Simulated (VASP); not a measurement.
# Ir in VASP: relaxation of the atoms with PBE

Aim: the relaxation of the atoms of Ir with PBE.

Program: VASP 6.6.1. These are calculated values, not measurements. Logs are shortened: lines on timing, memory, paths and dates and some standing lists are left out, and cuts for length are marked.

### 1 The slab as given

The cell holds a slab with vacuum, 6 atoms: a = 2.719 Å, b = 2.719 Å, c = 32.514 Å, α = 90.00°, β = 90.00°, γ = 120.00°.

The cell was built by a generator and needn't be a form met in nature.

### 2 Relaxation of the atoms, PBE

Contents of INCAR:

```
ALGO = Fast
DIPOL = 0.5 0.5 0.500
EDIFF = 1E-7
EDIFFG = -0.02
ENCUT = 520
GGA = PE
IBRION = 2
IDIPOL = 3
ISIF = 2
ISMEAR = 1
KPAR = 2
LASPH = T
LCHARG = F
LDIPOL = T
LREAL = F
LWAVE = F
NELM = 120
NSW = 90
PREC = Accurate
SIGMA = 0.1
```

Contents of KPOINTS:

```
k-points
0
Gamma
  14 14 1
```

Contents of POSCAR:

```
Ir
1.0
    2.7193470000      0.0000000000      0.0000000000
   -1.3596735000      2.3550235400      0.0000000000
    0.0000000000      0.0000000000     32.5142012800
Ir
6
Direct
    0.6666670000      0.3333330000      0.3266964600
    0.3333340000      0.6666660000      0.3960197400
    0.0000000000      1.0000000000      0.4653399100
    0.6666670000      0.3333330000      0.5346632000
    0.3333340000      0.6666660000      0.6039802600
    0.0000000000      1.0000000000      0.6733035400
```

Potentials or basis: VASP PAW PBE potentials, release 64 (Ir).

On the command line:

```console
$ cat potpaw_PBE.64/Ir/POTCAR > POTCAR
$ mpirun -np 2 vasp_std > vasp.out
```

OUTCAR:

```text
EDIFF = 1E-7
   EDIFFG = -0.02
   ENCUT = 520
   GGA = PE
   IBRION = 2
   ISIF = 2
   ISMEAR = 1
   LASPH = T
   LREAL = F
   NELM = 120
   NSW = 90
   PREC = Accurate

 ion  position               nearest neighbor table
   1  0.667  0.333  0.327-   2 2.75   2 2.75   2 2.75
   2  0.333  0.667  0.396-   3 2.75   3 2.75   3 2.75   1 2.75   1 2.75   1 2.75
   3  0.000  0.000  0.465-   2 2.75   2 2.75   2 2.75   4 2.75   4 2.75   4 2.75
   4  0.667  0.333  0.535-   5 2.75   5 2.75   5 2.75   3 2.75   3 2.75   3 2.75
   5  0.333  0.667  0.604-   4 2.75   4 2.75   4 2.75   6 2.75   6 2.75   6 2.75
   6  0.000  0.000  0.673-   5 2.75   5 2.75   5 2.75

  LATTYP: Found a hexagonal cell.
 ALAT       =     2.7193470000
 C/A-ratio  =    11.9566209388

  Lattice vectors:

 A1 = (   2.7193470000,   0.0000000000,   0.0000000000)
 A2 = (  -1.3596735000,   2.3550235400,   0.0000000000)
 A3 = (   0.0000000000,   0.0000000000,  32.5142012800)

Analysis of symmetry for initial positions (statically):
=====================================================================
 Subroutine PRICEL returns:
 Original cell was already a primitive cell.

 Routine SETGRP: Setting up the symmetry group for a
 hexagonal supercell.

 Subroutine GETGRP returns: Found 12 space group operations
 (whereof  6 operations were pure point group operations)
 out of a pool of 24 trial point group operations.

The static configuration has the point symmetry C_3v.
 The point group associated with its full space group is D_3d.

Analysis of symmetry for dynamics (positions and initial velocities):
=====================================================================
 Subroutine PRICEL returns:
 Original cell was already a primitive cell.

 Routine SETGRP: Setting up the symmetry group for a
 hexagonal supercell.

 Subroutine GETGRP returns: Found 12 space group operations
 (whereof  6 operations were pure point group operations)
 out of a pool of 24 trial point group operations.

The dynamic configuration has the point symmetry C_3v.
 The point group associated with its full space group is D_3d.

 Subroutine INISYM returns: Found 12 space group operations
 (whereof  6 operations are pure point group operations),
 and found     1 'primitive' translations

[... 133 lines left out ...]
 non-spin polarized calculation
 RMM-DIIS sequential band-by-band and
 Methfessel and Paxton  Order N= 1 SIGMA  =   0.10
  energy-cutoff  :      520.00
  volume of cell :      208.23
 maximum number of plane-waves:      5649
   NGX = 11   NGY = 11   NGZ =121

--------------------------------------- Ionic step        1  -------------------------------------------

 number of electron      54.0000000 magnetization

 Free energy of the ion-electron system (eV)
  ---------------------------------------------------
  ext. energy  EPLUGINS =         0.00000000
  ---------------------------------------------------
  free energy    TOTEN  =       -51.22625467 eV

  energy without entropy =      -51.22513959  energy(sigma->0) =      -51.22588298

------------------------ aborting loop because EDIFF is reached ----------------------------------------

  FORCE on cell =-STRESS in cart. coord.  units (eV):
  Direction    XX          YY          ZZ          XY          YZ          ZX
  --------------------------------------------------------------------------------------
  -------------------------------------------------------------------------------------
  Total       -2.1858366     -2.1858366     -3.6178337      0.0000000     -0.0000000      0.0000000
  in kB      -16.8188119    -16.8188113    -27.8372426      0.0000000     -0.0000000      0.0000000
  external PRESSURE =     -20.4916219 kB  Pullay stress =       0.0000000 kB
[... 189 lines left out ...]
 number of electron      54.0000004 magnetization

------------------------ aborting loop because EDIFF is reached ----------------------------------------

 vacuum level on the upper side and lower side of the slab       (xc-potential included)        -0.017         0.001

  FORCE on cell =-STRESS in cart. coord.  units (eV):
  Direction    XX          YY          ZZ          XY          YZ          ZX
  --------------------------------------------------------------------------------------
  -------------------------------------------------------------------------------------
  Total       -0.8792837     -0.8792837      0.4562173      0.0000000      0.0000000     -0.0000000
  in kB       -6.7656048     -6.7656045      3.5103416      0.0000000      0.0000000     -0.0000000
  external PRESSURE =      -3.3402893 kB  Pullay stress =       0.0000000 kB
[... 107 lines left out ...]
--------------------------------------- Ionic step        9  -------------------------------------------

 number of electron      54.0000002 magnetization

 dipolmoment           0.000000      0.000000     -0.000648 electrons x Angstroem

 Free energy of the ion-electron system (eV)
  ---------------------------------------------------
  ext. energy  EPLUGINS =         0.00000000
  ---------------------------------------------------
  free energy    TOTEN  =       -51.25847311 eV

  energy without entropy =      -51.25969749  energy(sigma->0) =      -51.25888124

 E-fermi :   0.9365     XC(G=0):  -6.3314

 val. band max:        0.9267119647   @ k =   0.2857  -0.0000   0.0000
 cond. band min:       0.9472578187   @ k =   0.2143   0.0714   0.0000
 fundamental gap:      0.0205458540
 Fermi energy:         0.9365453667

 k-point     1 :       0.0000    0.0000    0.0000
  band No.  band energies     occupation
      1      -9.7227      2.00000
      2      -9.0010      2.00000
      3      -7.9550      2.00000
      4      -7.1358      2.00000
      5      -6.8008      2.00000
      6      -6.7595      2.00000
[... 829 lines left out ...]
     31       6.0249      0.00000
     32       6.0901      0.00000

------------------------ aborting loop because EDIFF is reached ----------------------------------------

 vacuum level on the upper side and lower side of the slab       (xc-potential included)        -0.086        -0.067

  FORCE on cell =-STRESS in cart. coord.  units (eV):
  Direction    XX          YY          ZZ          XY          YZ          ZX
  --------------------------------------------------------------------------------------
  -------------------------------------------------------------------------------------
  Total       -1.0119866     -1.0119866     -0.1144736      0.0000000      0.0000000      0.0000000
  in kB       -7.7866810     -7.7866807     -0.8808111      0.0000000      0.0000000      0.0000000
  external PRESSURE =      -5.4847243 kB  Pullay stress =       0.0000000 kB
[... 21 lines left out ...]
  FREE ENERGIE OF THE ION-ELECTRON SYSTEM (eV)
  ---------------------------------------------------
  free  energy   TOTEN  =       -51.2584731073 eV

  energy  without entropy=      -51.2596974917  energy(sigma->0) =      -51.25888124

 reached required accuracy - stopping structural energy minimisation

 vacuum level on the upper side and lower side of the slab         6.355         6.373
```

CONTCAR:

```text
Ir
   1.00000000000000
     2.7193470000000000    0.0000000000000000    0.0000000000000000
    -1.3596735000000000    2.3550235399999999    0.0000000000000000
     0.0000000000000000    0.0000000000000000   32.5142012800000018
  Ir
     6
Direct
     0.6666669999999968    0.3333330000000032    0.3288830841876630
     0.3333340000000007    0.6666659999999993    0.3965999231537896
     0.0000000000000000    0.0000000000000000    0.4653958692228510
     0.6666669999999968    0.3333330000000032    0.5346072407771432
     0.3333340000000007    0.6666659999999993    0.6034000768462104
     0.0000000000000000    0.0000000000000000    0.6711169158123370

  0.00000000E+00  0.00000000E+00  0.00000000E+00
  0.00000000E+00  0.00000000E+00  0.00000000E+00
  0.00000000E+00  0.00000000E+00  0.00000000E+00
  0.00000000E+00  0.00000000E+00  0.00000000E+00
  0.00000000E+00  0.00000000E+00  0.00000000E+00
  0.00000000E+00  0.00000000E+00  0.00000000E+00
```

It took 14 min on 2 MPI ranks of Intel Xeon Platinum 8488C (Sapphire Rapids), shared host; peak memory 0.38 GiB.

What came out:

```
Free energy                  : -51.2585 eV
Energy gained by relaxing    : 5.4 meV/atom
Ionic steps                  : 9
Largest force after relaxing : 0.008 eV/Å
```

Forces in eV/Å, atoms in the order of the input:
```
Ir   0.000  0.000  0.000
Ir   0.000  0.000  0.005
Ir   0.000  0.000  0.008
Ir   0.000  0.000 -0.008
Ir   0.000  0.000 -0.005
Ir   0.000  0.000  0.000
```

Step by step:
| step | energy change (eV) | largest force (eV/Å) | pressure (GPa) |
| --- | --- | --- | --- |
| 1 | 0.0000 | 0.5117 | -2.05 |
| 2 | -0.0213 | 0.1753 | -1.55 |
| 3 | -0.0222 | 0.1606 | -1.42 |
| 4 | -0.0253 | 0.1146 | -1.27 |
| 5 | -0.0290 | 0.1340 | -0.97 |
| 6 | -0.0261 | 0.3132 | -0.33 |
| 7 | -0.0296 | 0.1819 | -0.80 |
| 8 | -0.0317 | 0.0793 | -0.65 |
| 9 | -0.0322 | 0.0084 | -0.55 |

Final structure:
```xyz
6
Lattice="2.7193 0.0000 0.0000 -1.3597 2.3550 0.0000 0.0000 0.0000 32.5142" Properties=species:S:1:pos:R:3 pbc="T T T"
Ir    1.3597    0.7850   10.6934
Ir    0.0000    1.5700   12.8951
Ir    0.0000    0.0000   15.1320
Ir    1.3597    0.7850   17.3823
Ir    0.0000    1.5700   19.6191
Ir    0.0000    0.0000   21.8208
```

Caveat: the bands computed are all filled at some k points, so no gap is given.
